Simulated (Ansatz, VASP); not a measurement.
# Ga2SeS (Ga2SSe monolayer) in two plane-wave programs

Wanted: the spread between two codes on one cell, functional and k mesh. The cell is taken from a series of runs on this material, whose earlier steps may have relaxed, scaled, displaced or heated it; both programs get it as it stands.

Method: plane waves, with VASP 6.6.1 beside it; PBE, in Ansatz 0.2.0.

## (1) Starting point

The cell holds 4 atoms: 1 Se, 2 Ga and 1 S. Cell: a = 3.723 Å, b = 3.723 Å, c = 32.759 Å, α = 90.0°, β = 90.0°, γ = 120.0°. Vacuum lies along c.

## (2) VASP: single point, PBE

With cell and atoms fixed, the geometry can't cause a difference; cores, projectors, grids and the points listed under the comparison can.

Lines of VASP's logs that name or quote its potential files are left out, and so is its time.

Input file INCAR:

```
SYSTEM = Ga2SeS
PREC = Accurate
ENCUT = 400
EDIFF = 1E-06
NELM = 120
ISMEAR = -1
SIGMA = 0.05
LREAL = .FALSE.
ALGO = Normal
GGA = PE
NBANDS = 25
LORBIT = 11
LWAVE = .FALSE.
LCHARG = .FALSE.
ISIF = 2
LDIPOL = .TRUE.
IDIPOL = 3
DIPOL = 0.5 0.5 0.285
LVHAR = .TRUE.
LASPH = .TRUE.
GGA_COMPAT = .FALSE.
EFERMI = MIDGAP
NELMDL = -8
```

Input file POSCAR:

```
Ga2SeS
1.0
    3.7226904089      0.0000000000      0.0000000000
   -1.8613452044      3.2239444645      0.0000000000
    0.0000000000      0.0000000000     32.7593505952
Se Ga S
1 2 1
Direct
    0.3333333333      0.6666666667      0.2113367722
    1.0000000000      0.0000000000      0.2483397048
    1.0000000000      0.0000000000      0.3237217372
    0.3333333333      0.6666666667      0.3554726799
```

Input file KPOINTS:

```
Automatic mesh
0
Gamma
9 9 1
0 0 0
```

The projector-augmented-wave data sets are Se, Ga_d and S (PBE family, release 64).

Run with:

```sh
$ mpirun -np 1 vasp_std
```

Numbers of over 12 decimals in the logs are rounded to 6 here.

Output:

```text
[banner, memory and clock lines left out]
running    1 mpi-ranks, on    1 nodes
 distrk:  each k-point on    1 cores,    1 groups
 distr:  one band on    1 cores,    1 groups

 POSCAR found type information on POSCAR SeGaS
 POSCAR found :  3 types and       4 ions
 LDA part: xc-table for (Slater+PW92), standard interpolation
 POSCAR, INCAR and KPOINTS ok, starting setup
 FFT: planning ... GRIDC
 FFT: planning ... GRID_SOFT
 FFT: planning ... GRID
 WAVECAR not read
 entering main loop
       N       E                     dE             d eps       ncg     rms          rms(c)
DAV:   1     0.229578102928E+03    0.22958E+03   -0.14713E+04   704   0.109E+03
DAV:   2     0.132037017714E+02   -0.21637E+03   -0.21219E+03   742   0.252E+02
DAV:   3    -0.150008369628E+02   -0.28205E+02   -0.27803E+02   829   0.946E+01
DAV:   4    -0.162511545318E+02   -0.12503E+01   -0.12478E+01   864   0.217E+01
DAV:   5    -0.162675678208E+02   -0.16413E-01   -0.16408E-01   840   0.257E+00
DAV:   6    -0.162680298975E+02   -0.46208E-03   -0.46205E-03   904   0.407E-01
DAV:   7    -0.162680408794E+02   -0.10982E-04   -0.10982E-04   840   0.634E-02
DAV:   8    -0.162680411362E+02   -0.25686E-06   -0.25671E-06   736   0.102E-02    0.680E+00
DAV:   9    -0.159033342266E+02    0.36471E+00   -0.81703E-01   888   0.160E+01    0.458E+00
DAV:  10    -0.158731308431E+02    0.30203E-01   -0.46999E-01   739   0.533E+00    0.859E-01
DAV:  11    -0.158711280626E+02    0.20028E-02   -0.82684E-02   791   0.413E+00    0.551E-01
DAV:  12    -0.158712371357E+02   -0.10907E-03   -0.92173E-03   783   0.236E+00    0.171E-01
DAV:  13    -0.158710673300E+02    0.16981E-03   -0.21738E-03   776   0.766E-01    0.815E-02
DAV:  14    -0.158710746619E+02   -0.73320E-05   -0.72228E-04   734   0.508E-01    0.367E-02
[...]
DAV:  18    -0.158712478430E+02   -0.48567E-04   -0.56599E-06   784   0.171E-02    0.418E-03
DAV:  19    -0.158714004203E+02   -0.15258E-03   -0.13518E-05   558   0.250E-02    0.309E-03
DAV:  20    -0.158714492014E+02   -0.48781E-04   -0.36979E-06   630   0.123E-02    0.232E-03
DAV:  21    -0.158714746226E+02   -0.25421E-04   -0.59121E-07   534   0.113E-02    0.102E-03
DAV:  22    -0.158714862148E+02   -0.11592E-04   -0.24339E-07   552   0.377E-03    0.833E-04
DAV:  23    -0.158714933708E+02   -0.71560E-05   -0.15999E-07   526   0.286E-03    0.360E-04
DAV:  24    -0.158714958029E+02   -0.24321E-05   -0.73401E-08   518   0.263E-03    0.210E-04
DAV:  25    -0.158714967631E+02   -0.96021E-06   -0.20526E-08   472   0.232E-03
   1 F= -.15871497E+02 E0= -.15871497E+02  d E =-.340006E-09
```

Parts of OUTCAR (step 2):

```text
ion  position               nearest neighbor table
   1  0.333  0.667  0.211-   2 2.47   2 2.47   2 2.47
   2  0.000  0.000  0.248-   1 2.47   1 2.47   1 2.47   3 2.47
   3  0.000  0.000  0.324-   4 2.39   4 2.39   4 2.39   2 2.47
   4  0.333  0.667  0.355-   3 2.39   3 2.39   3 2.39

  LATTYP: Found a hexagonal cell.
 ALAT       =     3.7226904089
 C/A-ratio  =     8.7999126967

 Subroutine GETGRP returns: Found  6 space group operations
 (whereof  6 operations were pure point group operations)

The static configuration has the point symmetry C_3v.

 Found     12 irreducible k-points:

   k-points           NKPTS =     12   k-points in BZ     NKDIM =     12   number of bands    NBANDS=     25

   dimension x,y,z NGX =    24 NGY =   24 NGZ =  216
   dimension x,y,z NGXF=    48 NGYF=   48 NGZF=  432

   ENCUT  =  400.0 eV  29.40 Ry    5.42 a.u.   6.07  6.07 53.42*2*pi/ulx,y,z

   NELECT =      38.0000    total number of electrons

 k-points in reciprocal lattice and weights: Automatic mesh
   0.00000000  0.00000000  0.00000000       0.012
   0.11111111  0.00000000  0.00000000       0.074
   0.22222222  0.00000000  0.00000000       0.074
   0.33333333  0.00000000  0.00000000       0.074
   0.44444444  0.00000000  0.00000000       0.074
   0.11111111  0.11111111  0.00000000       0.074
   0.22222222  0.11111111  0.00000000       0.148
   0.33333333  0.11111111  0.00000000       0.148
   0.44444444  0.11111111  0.00000000       0.074
   0.22222222  0.22222222  0.00000000       0.074
   0.33333333  0.22222222  0.00000000       0.148
   0.33333333  0.33333333  0.00000000       0.025

 dipolmoment           0.000000      0.000000      0.016093 electrons x Angstroem

 average (electrostatic) potential at core
       1 -61.4094       2 -73.5139       3 -73.6908       4 -94.8938

 E-fermi :  -2.8526

 k-point     1 :       0.0000    0.0000    0.0000
  band No.  band energies     occupation
    ...
     15      -5.0738      2.00000
     16      -5.0738      2.00000
     17      -4.1419      2.00000
     18      -4.1419      2.00000
     19      -4.0158      2.00000
     20      -1.8940      0.00000
     21      -0.7142      0.00000
     22       1.0405      0.00000
     23       1.0405      0.00000
     24       1.5725      0.00000
    ...

 k-point     2 :       0.1111    0.0000    0.0000
  band No.  band energies     occupation
    ...
     15      -5.7680      2.00000
     16      -5.2348      2.00000
     17      -5.0429      2.00000
     18      -4.3406      2.00000
     19      -3.9156      2.00000
     20      -1.2573      0.00000
     21      -0.1411      0.00000
     22       0.6403      0.00000
     23       1.2591      0.00000
     24       1.6506      0.00000
    ...

 k-point     3 :       0.2222    0.0000    0.0000
  band No.  band energies     occupation
    ...
     15      -6.6983      2.00000
     16      -5.9989      2.00000
     17      -5.5968      2.00000
     18      -4.7714      2.00000
     19      -3.9792      2.00000
     20      -0.8796      0.00000
     21      -0.6534      0.00000
     22       1.2519      0.00000
     23       1.5325      0.00000
     24       1.6104      0.00000
    ...

  Total       -0.0689842     -0.0689842     -0.0546443     -0.0000000     -0.0000000      0.0000000
  in kB       -0.2811128     -0.2811128     -0.2226774     -0.0000000     -0.0000000      0.0000000
  external PRESSURE =      -0.2616343 kB  Pullay stress =       0.0000000 kB

  energy-cutoff  :      400.00
  volume of cell :      393.17
      direct lattice vectors                 reciprocal lattice vectors
     3.722690409  0.000000000  0.000000000     0.268622929  0.155089520  0.000000000
    -1.861345204  3.223944465  0.000000000     0.000000000  0.310179040  0.000000000
     0.000000000  0.000000000 32.759350595     0.000000000  0.000000000  0.030525636

 POSITION                                       TOTAL-FORCE (eV/Angst)
 -----------------------------------------------------------------------------------
     -0.00000      2.14930      6.92326         0.000000     -0.000000     -0.028606
      0.00000      0.00000      8.13545         0.000000     -0.000000      0.024043
      0.00000      0.00000     10.60491         0.000000     -0.000000     -0.010390
     -0.00000      2.14930     11.64505        -0.000000      0.000000      0.014953
 -----------------------------------------------------------------------------------
    total drift:                                0.000001     -0.000001      0.001255

  FREE ENERGIE OF THE ION-ELECTRON SYSTEM (eV)
  ---------------------------------------------------
  free  energy   TOTEN  =       -15.8714967631 eV

  energy  without entropy=      -15.8714967627  energy(sigma->0) =      -15.87149676

 vacuum level on the upper side and lower side of the slab         2.218         1.976

 total charge
# of ion       s       p       d       tot
------------------------------------------
    1        1.470   2.357   0.031   3.857
    2        0.895   0.740   9.993  11.628
    3        0.876   0.708  10.002  11.586
    4        1.346   2.354   0.000   3.700
--------------------------------------------------
tot          4.586   6.159  20.026  30.771

[... 3 further parts left out ...]
```

## (3) Ansatz: single point, PBE

Ansatz runs on its default PAW (the set named soft_2) files.

The same cell, functional, mesh and smearing now go to Ansatz, which takes its cutoff from its data sets.

Input file input.yaml:

```yaml
crystal:
  lattice:
    - [3.7226904089, 0.0, 0.0]
    - [-1.8613452044, 3.2239444645, 0.0]
    - [0.0, 0.0, 32.7593505952]
  atoms:
    - { symbol: Se, position: [0.3333333333, 0.6666666667, 0.2113367722] }
    - { symbol: Ga, position: [0.0, 0.0, 0.2483397048] }
    - { symbol: Ga, position: [0.0, 0.0, 0.3237217372] }
    - { symbol: S, position: [0.3333333333, 0.6666666667, 0.3554726799] }
kpoints:
  mp_grid: { grid: [9, 9, 1] }
hamiltonian:
  xc: pbe
scf:
  occupations: { method: fermi_dirac, width: 0.05 }
efield:
  axis: 3
  dipole_correction: true
  ramp_width: 0.05
output:
  forces: true
  band_densities: [{ e_range: [-1.5, 0] }, { e_range: [0, 2.0] }]
  write_potential: true
  write_density: true
  volumetric_format: npy
```

Run with:

```sh
$ ansatz run input.yaml --threads 4 --pin off --max-ram 8192MiB --backend cpu --events-out ev --progress --plain --runs-dir out
```

Output:

```text
Engine: ansatz 0.2.0, x86_64-unknown-linux-gnu
Pseudopotentials: kind: paw
Pseudopotential: Se, paw, valence charge 16, recommended cutoff 420 eV (normal), Se.paw.azcp
Pseudopotential: Ga, paw, valence charge 13, recommended cutoff 420 eV (normal), Ga.paw.azcp
Pseudopotential: S, paw, valence charge 6, recommended cutoff 420 eV (normal), S.paw.azcp
Functional definition: PBE
  parameter kappa = 0.804
  parameter beta = 0.066725
  exchange = pbe_x(kappa = kappa, mu = beta*pi^2/3)
  correlation = pbe_c(beta = beta)
Crystal: 4 atoms, lattice volume = 393.169 Å³
Basis set: ecut = 420 eV, 7705 PW (Γ), exchange–correlation on 50×50×450 points (8 copies of the dense FFT grid, shifted against one another)
Bands: 29, of which v1, the nominal top of the filled ones, is band 24 counted from 1 (23 counted from 0)
Symmetry: 6 space group operations
Space group: P3m1 (ITA 156), of the structure as read, at distance tolerance 7.3e-5 Å
k-points: 12 of 81 (time reversal used)
Non-local potential: Se, projectors of the file, l = 0: 2, l = 1: 2, l = 2: 3, l = 3: 1
Non-local potential: Ga, projectors of the file, l = 0: 2, l = 1: 2, l = 2: 3, l = 3: 1
Non-local potential: S, projectors of the file, l = 0: 2, l = 1: 2, l = 2: 2
PAW form: soft (Blöchl's): semilocal exchange-correlation on the pseudo side does not see the compensation charge
PAW one-centre angular grid: Se, 590 points (default); XC on 64 Gauss nodes
PAW one-centre angular grid: Ga, 590 points (default); XC on 64 Gauss nodes
PAW one-centre angular grid: S, 110 points (default); XC on 64 Gauss nodes
Initial density: superposition of atomic densities (neutral atoms: chi_scale 0, normalization atom), corrected by the library's trained network
Initial wavefunctions: pseudopotential atomic-orbital guess
Functional: x = pbe(κ = 0.804, μ = 0.219515), c = pbe(β = 0.066725)
SCF iter   1: F=—  HF=-13939.642110 eV  |F-HF|=—  |Δ(HF+E_count)|=         —  Δρ=9.83e-4  dr2=1.52e-2  ethr=1.77e-3  p=-0.003 e·Å  D=-1.26e-3 V/Å  ΔV_dip=0.04 eV  dr2_dipole=2.56e-3  V_vac-E_F(+/−)=5.04/5.00 eV  ⟨swp⟩=8.3  Hψ=1721  notcnv=0
efield: sawtooth ramp at fractional position 0.7584 (placed from the atoms, in the widest stretch of the axis that holds none; the zero of the levels goes with the place), width 0.0500; the density the first Hamiltonian is built on has a dipole p = -0.003 e·Å; the dipole correction subtracts the counter field D = -1.26e-3 V/Å, which shifts the + side's vacuum level by +0.04 eV against the − side's; the planar-averaged density in the ramp window peaks in size at 7.3e-6 e/Å³
preconditioner: auto → Resta (q_TF=auto, 1.922 Å⁻¹)  ε∞=1.7  [insulator: Δε(μ)=2.004 eV  Ē_g=14.165 eV  σ=0.050 eV  W_gap=1.00  n_scr=20 (ndim 8)  ℏωp=11.5 eV  f_vac=0.746  D(μ)=0.00/eV (n_scr^D=0)  ε∞_Penn≈1.7  vacuum switching on, ρ_ref=1.5e-2 e/Å³]
SCF iter   2: F=—  HF=-13939.643277 eV  |F-HF|=—  |Δ(HF+E_count)|=   1.17e-3  Δρ=1.06e-3  dr2=3.58e-2  ethr=3.18e-5  p=-0.036 e·Å  D=-1.66e-2 V/Å  ΔV_dip=0.54 eV  dr2_dipole=7.61e-3  V_vac-E_F(+/−)=5.23/4.68 eV  ⟨swp⟩=3.1  Hψ=734  notcnv=0  defer=9
SCF iter   3: F=—  HF=-13939.638479 eV  |F-HF|=—  |Δ(HF+E_count)|=   4.80e-3  Δρ=3.76e-4  dr2=1.13e-3  ethr=3.18e-5  p=-0.013 e·Å  D=-5.87e-3 V/Å  ΔV_dip=0.19 eV  dr2_dipole=1.94e-4  V_vac-E_F(+/−)=5.08/4.88 eV  ⟨swp⟩=2.8  Hψ=451  notcnv=0  defer=9
SCF iter   4: F=—  HF=-13939.638632 eV  |F-HF|=—  |Δ(HF+E_count)|=   1.53e-4  Δρ=1.71e-4  dr2=1.30e-4  ethr=2.35e-6  p=-0.017 e·Å  D=-8.04e-3 V/Å  ΔV_dip=0.26 eV  dr2_dipole=4.10e-6  V_vac-E_F(+/−)=5.09/4.83 eV  ⟨swp⟩=2.0  Hψ=623  notcnv=0  defer=8
SCF iter   5: F=—  HF=-13939.638636 eV  |F-HF|=—  |Δ(HF+E_count)|=   3.98e-6  Δρ=6.10e-5  dr2=1.30e-5  ethr=2.72e-7  p=-0.017 e·Å  D=-7.96e-3 V/Å  ΔV_dip=0.26 eV  dr2_dipole=5.73e-9  V_vac-E_F(+/−)=5.08/4.82 eV  ⟨swp⟩=2.0  Hψ=566  notcnv=0  defer=8
SCF iter   6: F=—  HF=-13939.638692 eV  |F-HF|=—  |Δ(HF+E_count)|=   5.64e-5  Δρ=2.30e-5  dr2=8.15e-6  ethr=2.72e-8  p=-0.018 e·Å  D=-8.10e-3 V/Å  ΔV_dip=0.27 eV  dr2_dipole=3.10e-8  V_vac-E_F(+/−)=5.08/4.81 eV  ⟨swp⟩=2.0  Hψ=571  notcnv=0  defer=8
SCF iter   7: F=—  HF=-13939.638692 eV  |F-HF|=—  |Δ(HF+E_count)|=   9.69e-8  Δρ=8.35e-6  dr2=2.52e-7  ethr=1.70e-8  p=-0.018 e·Å  D=-8.10e-3 V/Å  ΔV_dip=0.27 eV  dr2_dipole=7.27e-10  V_vac-E_F(+/−)=5.08/4.81 eV  ⟨swp⟩=2.0  Hψ=398  notcnv=0  defer=8
SCF iter   8: F=-13939.638693 eV  HF=-13939.638693 eV  |F-HF|=7.21e-8  |Δ(HF+E_count)|=   5.66e-7  Δρ=2.78e-6  dr2=2.23e-8  ethr=2.08e-10  p=-0.018 e·Å  D=-8.10e-3 V/Å  ΔV_dip=0.27 eV  dr2_dipole=1.42e-10  V_vac-E_F(+/−)=5.08/4.81 eV  ⟨swp⟩=16.4  Hψ=3014  notcnv=0
SCF 1 converged in 8 iterations: F = -13939.638693 eV  dr2 = 2.23e-8
  greatest PAW one-centre occupation: 1.000 electrons in one spin orbital (limit 2), on the Se atom at site 0 (counted from 0), in its partial waves of l = 2
NSCF: frozen V_eff on 3 k-points
efield: sawtooth ramp at fractional position 0.7584 (kept from the solve that this one continues, or follows in the run), width 0.0500; the density the first Hamiltonian is built on has a dipole p = -0.018 e·Å; the dipole correction subtracts the counter field D = -8.10e-3 V/Å, which shifts the + side's vacuum level by +0.27 eV against the − side's; the planar-averaged density in the ramp window peaks in size at 7.2e-6 e/Å³
WARN: The input density's exchange-correlation potential varies sharply where the density is thin. Do not read a vacuum level from v_tot or v_xc, or from such a field of the output density. On a cell that repeats whose density bears no net charge and no dipole along the vacuum's axis use v_es (v_loc + v_h of the components); under efield.dipole_correction with no amplitude use v_es + v_field, which holds any external [...]
SCF converged after 8 iterations
Free energy (F): -13939.638693 eV
Harris-Foulkes:  -13939.638693 eV  (|F-HF|=7.21e-8)
Internal energy: -13939.638693 eV  (E = F + TS)
E sigma→0 (E₀):  -13939.638693 eV
Fermi energy:    -2.091672 eV
Dipole field:    D = -0.008116 V/Å  (p = -0.017634 e·Å, saw-weighted, corrected)
Work function:   Φ+ = 5.0772 eV   Φ− = 4.8114 eV
Levels:          The Fermi level and band energies are counted from a zero that moves with the ramp; work functions are not
--- Per-component energies (eV) ---
  E_band       = -991.284000
  E_kinetic    = 454.352057
  E_local      = -68474.255191  (includes V_loc(G=0)·N_el)
  E_nonlocal   = 282.658260
  E_hartree    = 33827.604673
  E_xc         = -338.168107
  E_vxc        = -299.717760  (∫ρ·V_xc dr)
  E_paw        = -6489.770321  (= ΣΔE_a)
  E_vpaw       = -609.352415  (= ΣTr[D̂ρ^β])
  E_aug_tail   = -0.000792  (compensation charges beyond the density's cutoff)
  E_efield     = 0.000072  (sawtooth field / dipole correction)
  E_vefield    = -0.173312  (∫n·V_field dr)
  E_ewald      = 26797.940657
  E_smearing   = -0.000000  (= −TS)
  E_closure    = -0.000000  (closes the sum)
  Σ components = -13939.638693   (vs F -13939.638693, Δ=0.00e0)
--- Forces (eV/Å), atoms counted from 1 ---
  atom   1  Se    -0.00000000     0.00000000    -0.00058873
  atom   2  Ga     0.00000000    -0.00000000     0.00012033
  atom   3  Ga     0.00000000    -0.00000000     0.00032256
  atom   4  S     -0.00000000     0.00000000     0.00015881
  max |Σ_I F_I| component: 1.30e-5 eV/Å
--- Band table (eV; the first three rows and the last of 12) ---
  k-point 0: bands = [... 20 lower, -4.3234, -3.3940, -3.3940, -3.2700, -1.1435, 0.0446, 1.7810, 1.7810, ... 1 higher]
  k-point 1: bands = [... 20 lower, -4.4844, -4.2922, -3.5922, -3.1695, -0.5077, 0.6140, 1.3844, 1.9992, ... 1 higher]
  k-point 2: bands = [... 20 lower, -5.2464, -4.8466, -4.0225, -3.2331, -0.1326, 0.0975, 2.0014, 2.2768, ... 1 higher]
  k-point 11: bands = [... 20 lower, -6.6116, -5.2781, -4.6005, -4.5898, -0.4594, 0.3242, 1.6578, 2.5230, ... 1 higher]
--- Band densities, each state counted as filled ---
  window                                       electrons  max residual (eV)  cut levels
  e_range: [-1.5, 0]                            0.814815             3.5e-9           0
  e_range: [0, 2]                               1.851852             3.0e-4           0
```

In the SCF lines HF is the Harris–Foulkes energy and dr2 the Hartree energy of the density residual, in eV; the loop may stop once dr2 is under the threshold and the program's other checks hold. Hψ counts applications of the Hamiltonian.

## (4) Differences

Known differences besides the potentials themselves: the data sets hold 48 valence electrons in Ansatz (on its default PAW (the set named soft_2) files) and 38 in VASP; the cutoff is 420 eV in Ansatz and 400 eV in VASP. Total energies have different zeros and are not compared.

Compared:

```
              quantity  Ansatz   VASP  difference
gap on the k mesh (eV)   2.026  2.022      +0.004
```

The largest component of a force difference here is 28 meV/Å. A gap on the mesh is an upper bound, since the band edges may lie between its points. Where the cell holds vacuum, a pressure given here is an average over it and none of the material.

## (5) Summary of results

```yaml
difference_in_gap_on_the_k_mesh_single_point_pbe: 0.0045 eV
r_m_s_force_difference_single_point_pbe: 12 meV/Å
```

What this shows: The r.m.s. force difference is 12 meV/Å (single point, PBE), at about the 12 meV/Å picked in this series as the mark of a large difference. The data sets hold unlike numbers of valence electrons (48 in Ansatz and 38 in VASP), so part of the differences may come from the potentials. Such differences can come from data sets, numerical settings and the points named under the comparisons, not from the functional's error against experiment.

[Lines on the potential files, build, host, timing and source positions are cut from VASP's logs without a mark.]

[Logs are printed without paths, hosts, clocks, repeated set-up lines and the standing remarks that a program may print on its own settings, such as how far it seeks lower states.]

[Hosts, paths, dates, database ids (printed as entryN), source tags and the programs' standing remarks are cut or masked in the printed files.]
